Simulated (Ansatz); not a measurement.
Evanescent states of Li3N (P6/mmm, 4 atoms a cell, 10.9 Å³ an atom) along the normal of (100)

Calculation: r2SCAN (plane waves, PAW; Ansatz, an electronic-structure program).

The gap is the functional's own. No spin-orbit coupling. Mid-gap values are those at the computed energy nearest the middle.

Energies count from the valence-band top; κ is the least over a 8×8 mesh across the current.

```json
[
 {"E (eV)": "0.04", "κ (1/Å)": "0.097", "where": "off Γ"},
 {"E (eV)": "0.14", "κ (1/Å)": "0.155", "where": "Γ"},
 {"E (eV)": "0.23", "κ (1/Å)": "0.168", "where": "Γ"},
 {"E (eV)": "0.32", "κ (1/Å)": "0.178", "where": "Γ"},
 {"E (eV)": "0.41", "κ (1/Å)": "0.185", "where": "Γ"},
 {"E (eV)": "0.49", "κ (1/Å)": "0.190", "where": "Γ"},
 {"E (eV)": "0.58", "κ (1/Å)": "0.193", "where": "Γ"},
 {"E (eV)": "0.68", "κ (1/Å)": "0.193", "where": "Γ"},
 {"E (eV)": "0.77", "κ (1/Å)": "0.191", "where": "Γ"},
 {"E (eV)": "0.85", "κ (1/Å)": "0.187", "where": "off Γ"},
 {"E (eV)": "0.94", "κ (1/Å)": "0.179", "where": "off Γ"},
 {"E (eV)": "1.03", "κ (1/Å)": "0.170", "where": "off Γ"},
 {"E (eV)": "1.12", "κ (1/Å)": "0.159", "where": "off Γ"},
 {"E (eV)": "1.22", "κ (1/Å)": "0.143", "where": "Γ"},
 {"E (eV)": "1.30", "κ (1/Å)": "0.120", "where": "Γ"},
 {"E (eV)": "1.40", "κ (1/Å)": "0.088", "where": "Γ"}
]
```

Task: How thick must the barrier be to attenuate the transmission by 10^4 when the electrodes' Fermi level lies at 1.12 eV, and what attenuation does that film give at 0.49 eV?

Result: d = 4 ln 10 / (2 × 0.159) = 29.0 Å. At 0.49 eV it gives 4 × 0.190/0.159 = 4.8 decades.
